# MoTe₂ at 2 GPa: how much shrinkage, how much gap?

MoTe₂ is a stack of sheets, each with a layer of molybdenum between two layers of tellurium. Strong bonds hold a sheet together, while only weak van der Waals attraction holds one sheet to the next. Pressure therefore meets a soft direction and a stiff one, and the electrons feel both. The question for this page is what the cell and the band gap look like at 2 GPa, judged from the other pressures.

MoTe2 (6-atom cell, space group P6_3/mmc) relaxed under hydrostatic pressure at zero temperature with its symmetry kept, using Ansatz 0.2.0. PBE with D3(BJ) dispersion, scalar-relativistic plane-wave PAW, 420 eV cutoff, Gaussian smearing, no spin polarisation. Changes are relative to the cell relaxed at zero pressure, a = 3.497 Å and c = 13.702 Å.

```csv
applied pressure (GPa),k mesh,smearing width,volume change (%),a change (%),c change (%),band gap (eV)
-2,12×12×2,0.02 eV,6.42,1.08,4.15,0.802
2,12×12×2,0.02 eV,?,?,?,?
5,12×12×2,0.02 eV,-7.72,-2.11,-3.69,0.192
10,12×12×4,0.01 eV,-12.57,-3.78,-5.57,0.000
20,12×12×4,0.1 eV,-19.29,-6.27,-8.14,0.000
40,12×12×4,0.1 eV,-27.27,-9.96,-10.29,0.000
```

The a change refers to the repeat length within the sheets, the c change to the height of the cell across them. Both are counted from the cell at zero pressure, so they vanish there by definition. The row at −2 GPa describes a crystal under tension, pulled apart equally from all sides.

## Which direction gives way

Under tension c stretches almost four times as much as a, in per cent. At 5 GPa it still shrinks 1.7 times as much, but between 20 and 40 GPa a loses more than c. The soft direction has become the stiffer one.

The usual explanation is the space between the sheets. Weak attraction leaves the facing tellurium atoms far apart, where a small push brings them a good deal closer. Their repulsion then rises steeply, and further pressure has to shorten or bend the strong bonds inside the sheets as well. The table lists no distances between sheets, so this division of the shrinkage is argued from the bonding and not read off.

A simple rule captures the stiffening. Let x be the change of one axis in per cent and P the pressure, and let the resistance to compression grow linearly with the pressure:

dx/dP = −1/(k₀ + k₁P), which integrates to x = −A ln(1 + sP), with A = 1/k₁ and s = k₁/k₀.

I fitted this curve to the five known rows, once for a and once for c. It follows c to about 0.2 percentage points at worst and a more closely still. The volume follows from the two axes, since the cell's volume goes as a²c. The constants A and s can partly stand in for each other, so I use them to interpolate and not as material properties.

## Why the gap shrinks

The band gap is the energy between the highest filled and the lowest empty electron states. In layered tellurides such as this one, some of the states near the gap reach out of the sheet and overlap with those of the neighbouring sheet. Overlap splits levels: one combination moves up, the other down. As the sheets approach, the top of the filled states rises, the bottom of the empty states falls, and the gap closes from both sides. The table lists no positions of the band edges, so this picture is argued and not read off.

Only two known rows have an open gap, which is too few to fix a curve. They do allow two straight lines, and physics suggests on which side each of them errs.

The first line lets the gap fall evenly with pressure, by 0.087 eV per GPa. From −2 to 2 GPa that makes 0.802 − 4 × 0.087 ≈ 0.45 eV. This should be too high, because c is softest at the start and the sheets approach fastest there.

The second line lets the gap fall evenly with c. The fitted curve puts c at −1.97 % at 2 GPa, which is (4.15 + 1.97)/(4.15 + 3.69) = 0.78 of the way from the first open gap to the second. The gap has then lost 0.78 of 0.610 eV, and 0.33 eV is left. This should be too low, because overlap grows faster than evenly as the sheets come together, so the early part of the approach costs less gap than the late part.

The row at 10 GPa offers a modest check. The line in c would still leave about 0.05 eV there, whereas the calculation finds no gap. That fits an overlap that grows ever faster, but compression within the sheets could also be responsible, and so could the different k mesh of that row.

## Forecast for 2 GPa

- a change: −0.9 ± 0.1 %
- c change: −2.0 ± 0.3 %
- volume change: −3.7 ± 0.5 %
- band gap: 0.39 ± 0.07 eV, the midpoint of the two lines

The ranges are judgements, not statistical limits. The one for the gap spans both lines, but it would not cover a strong bend. Such a bend could arise if different states took over as the edge of the gap somewhere between −2 and 5 GPa.

The withheld rows as computed:

```csv
applied pressure (GPa),k mesh,smearing width,volume change (%),a change (%),c change (%),band gap (eV)
2,12×12×2,0.02 eV,-3.74,-0.92,-1.94,0.406
```

## What came out

All four values lie within their ranges. Measured against the fitted curves before rounding, the a axis shrinks by 0.02 percentage points more and the c axis by 0.03 less. These two misses nearly cancel in the volume, which is why it agrees even better than the axes do.

The computed gap, 0.406 eV, is 0.016 eV above the forecast and lies between the two lines. With three open gaps the curvature becomes visible. The gap falls by about 0.10 eV per GPa from −2 to 2 GPa, but by only 0.07 eV per GPa from 2 to 5 GPa. The early gigapascals cost more gap, as the soft start of c suggested. The edges of the gap hardly change place meanwhile. On the k mesh of the relaxation runs the lowest empty state lies at the same point at −2, 2 and 5 GPa, while the highest filled state moves from the centre of the zone to a neighbouring point between −2 and 2 GPa.

Counted per per cent of c, the order is reversed: about 0.07 eV before 2 GPa and 0.12 eV after it. This is what a fast-growing overlap would give, but it does not prove that cause. Counted per per cent of a, the loss is nearly steady, at about 0.20 and 0.18 eV. Because both axes shrink together under pressure, these rows cannot tell how much of the closing comes from the approach of the sheets and how much from compression within them. Calculations that change one axis and hold the other would help, though not perfectly: a sheet squeezed along a is expected to grow thicker, which brings it closer to its neighbours even at fixed c.

## How far to trust the gap

At 2 and 5 GPa the program warns that a band crossing between the sampled k points may have been missed. More generally, a gap read from sampled points can come out too wide for the method used, but not too narrow. All three open gaps are therefore upper bounds within PBE, and at 5 GPa, where only 0.19 eV is left, a crystal that already conducts is not excluded. The relaxation runs, read on their own k meshes, give open gaps that are wider than those in the table by 0.05 to 0.08 eV. The difference is about as large as the range of the forecast, but the faster early fall shows in both sets.

In the table the gap closes between 5 and 10 GPa. The row at 10 GPa carries warnings of its own: its smearing is narrow for a metal, and its structure was snapped to the imposed symmetry. A real sample need not follow. PBE usually makes gaps too small, which would bring the closure too early, while the missing spin–orbit coupling shifts the band edges by amounts that matter for so small a gap. The symmetry was also held fixed, so a distorted form of the crystal could not appear. The shape of the curve is not secure either. It rests on three open gaps, all of them upper bounds within PBE, and a smaller gap at 5 GPa alone would make the later fall steeper.

The printed output below gives the fits, both lines and the misses.

Numerical output:

```
fit of c_change on 5 rows: coefficient of log(1 + s*applied_pressure) -3.923 +/- 0.042, s 0.326; rms 0.127, worst 20 0.225, leave-one-out rms 0.222
  rows outside the fit (model, value, miss): 2 -1.969, -1.94, -0.0294
fit of a_change on 5 rows: coefficient of log(1 + s*applied_pressure) -8.38 +/- 0.045, s 0.05671; rms 0.0525, worst 20 -0.0826, leave-one-out rms 0.173
  rows outside the fit (model, value, miss): 2 -0.9003, -0.92, 0.0197
c change over a change at -2 GPa (ratio): 3.843
c change over a change at 5 GPa (ratio): 1.749
further a change from 20 to 40 GPa (% of the starting length): -3.69
further c change from 20 to 40 GPa (% of the starting length): -2.15
mean gap slope from -2 to 5 GPa (eV/GPa): -0.08714
gap at 10 GPa by the line in c (eV): 0.04572
gap at 10 GPa by the line in pressure (eV, negative means overlap): -0.2437
error bar of the a forecast (%): 0.1
error bar of the c forecast (%): 0.3
volume forecast at 2 GPa (%): -3.727
error bar of the volume forecast (%): 0.5
computed volume change at 2 GPa (%): -3.74
volume miss, forecast less computed (%): 0.01348
gap at 2 GPa by the line in c (eV): 0.3259
gap at 2 GPa by the line in pressure (eV): 0.4534
gap forecast at 2 GPa, midpoint (eV): 0.3897
error bar of the gap forecast (eV): 0.07
computed gap at 2 GPa (eV): 0.406
gap miss, forecast less computed (eV): -0.01635
```
